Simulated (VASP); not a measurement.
## Y: relaxation of cell and atoms with PBE

Y:

```
CELL_PARAMETERS angstrom
3.64740 0.00000 0.00000
-1.82370 3.15874 0.00000
0.00000 0.00000 5.73060
ATOMIC_POSITIONS crystal
Y 0.33333 0.66667 0.25000
Y 0.66667 0.33333 0.75000
```

```yaml
Program: VASP 6.6.1
Task: relaxation of cell and atoms
Functional: PBE
Potentials_or_basis: VASP PAW PBE potentials, release 64 (Y_sv)
Cutoff: 600 eV
k_mesh: 12 × 12 × 7
Occupations: methfessel-paxton, width 0.1 eV
Spin: no spin polarisation
Further_INCAR_settings: ALGO = Normal; EDIFF = 1e-06; IBRION = 2; EDIFFG = -0.01; NSW = 90; ISIF = 3
```

```yaml
Relaxed_volume: 32.87 Å³/atom
Relaxed_cell: a = 3.657 Å, b = 3.657 Å, c = 5.678 Å, α = 90.00°, β = 90.00°, γ = 120.00°
Space_group_after_relaxing_to_0.05_Å: P6_3/mmc (No. 194)
Energy_gained_by_relaxing: 0.6 meV/atom
Ionic_steps: 5
Pressure_after_relaxing: 0.0 GPa
Band_gap_on_the_k_mesh: none (metal or under the smearing width)
```

Step by step:
| step | energy change (eV) | largest force (eV/Å) | pressure (GPa) | volume (Å³) |
| --- | --- | --- | --- | --- |
| 1 | 0.0000 | 0.0000 | -0.23 | 66.02 |
| 2 | -0.0010 | 0.0000 | 0.07 | 65.57 |
| 3 | -0.0010 | 0.0000 | 0.11 | 65.49 |
| 4 | -0.0012 | 0.0000 | 0.04 | 65.65 |
| 5 | -0.0012 | 0.0000 | -0.03 | 65.75 |

Final structure:
```
Y
1.0
     3.65651    0.00000    0.00000
    -1.82826    3.16663    0.00000
     0.00000    0.00000    5.67808
Y
2
Direct
  0.33333 0.66667 0.25000
  0.66667 0.33333 0.75000
```

Levels at points of the mesh, in eV from the Fermi level:
```
           k point  band 9  band 10  band 11  band 12  band 13  band 14
(0.00, 0.00, 0.00)   -4.69    -1.84     0.95     1.73     1.73     2.12
(0.50, 0.00, 0.00)   -1.68    -1.18    -0.80    -0.14     1.42     1.44
```

It took 2.1 min on 1 thread of Intel(R) Xeon(R) 6975P-C (Granite Rapids) (shared host), peak memory 0.27 GiB.
